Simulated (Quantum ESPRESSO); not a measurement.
The system is AlNi.

```xyz
2
Lattice="1.9387 -1.9532 0.0000 1.9387 1.9532 0.0000 0.0000 0.0000 3.0994" Properties=species:S:1:pos:R:3 pbc="T T T"
Ni    1.9387    0.0000    1.5497
Al    0.0000    0.0000    0.0000
```

The cell comes from a database or a generator and needn't be the stable form of this composition.

- Program: Quantum ESPRESSO 7.5
- Task: single point
- Functional: PBEsol
- Potentials or basis: GBRV 1.5 PBEsol
- Cutoff: 612 eV
- Density cutoff: 4898 eV
- k mesh: 10 × 10 × 9
- Occupations: fermi-dirac, width 0.05 eV
- Spin: collinear spin, ferromagnetic start
- Starting moments: [1.0, 0.0] μB

On this cell: pressure 0.5 GPa; largest force under 0.003 eV/Å; net moment 0.00 μB per cell; band gap on the k mesh none (metal or under the smearing width).

The same run follows on a disturbed copy (atoms moved at random, drawn with an rms of 0.05 Å):

```xyz
2
Lattice="1.9387 -1.9532 0.0000 1.9387 1.9532 0.0000 0.0000 0.0000 3.0994" Properties=species:S:1:pos:R:3 pbc="T T T"
Ni    1.9500    0.0212    1.5539
Al   -0.0405   -0.0285   -0.0183
```

Problem. What changes?

Solution. The energy (extrapolated to zero smearing) moves by +8.3 meV/atom; pressure 0.8 GPa; largest force 0.443 eV/Å; net moment 0.00 μB per cell; band gap on the k mesh none (metal or under the smearing width).

Forces on the atoms (eV/Å):
```
Ni  -0.310 -0.280 -0.148
Al   0.310  0.280  0.148
```

Stress tensor (GPa, compression positive):
```
 3.90 -0.10  0.19
-0.10  2.20  0.18
 0.19  0.18 -3.60
```
